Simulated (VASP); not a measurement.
Here is the system:

```
ZnTe
1.0
    0.00000     3.08772     3.08772
    3.08772     0.00000     3.08772
    3.08772     3.08772     0.00000
Zn Te
1 1
Direct
  0.00000   0.00000   0.00000
  0.25000   0.25000   0.25000
```

All values below come from PBE GGA, VASP's PBE PAW potentials (set 64) (plane waves; VASP). Numerical set-up: 480 eV cut-off, 8×8×8 Γ-centred mesh, Gaussian smearing of 0.050 eV, potentials Zn Te.

Energy and stress use the plane-wave basis of the starting cell.

Problem. The ions, cell shape and volume at an external pressure of 15.0 GPa are relaxed. Predict the relaxed structure.

Solution. 
```
ZnTe
1.0
    0.00000     2.88053     2.88053
    2.88053     0.00000     2.88053
    2.88053     2.88053     0.00000
Zn Te
1 1
Direct
  0.00000   0.00000   0.00000
  0.25000   0.25000   0.25000
```
Space group F-43m (216), at a tolerance of 0.03 Å.

Problem. How do energy and volume change from the first to the last step?

Solution. The energy (σ→0) changes by +216.6 meV/atom and the volume by -18.8 %, in 7 ionic steps.

The compound is ZnTe in the zinc blende structure. This run relaxes it under an external pressure of 15 GPa. Symmetry was kept, so distortions that lower it aren't found.
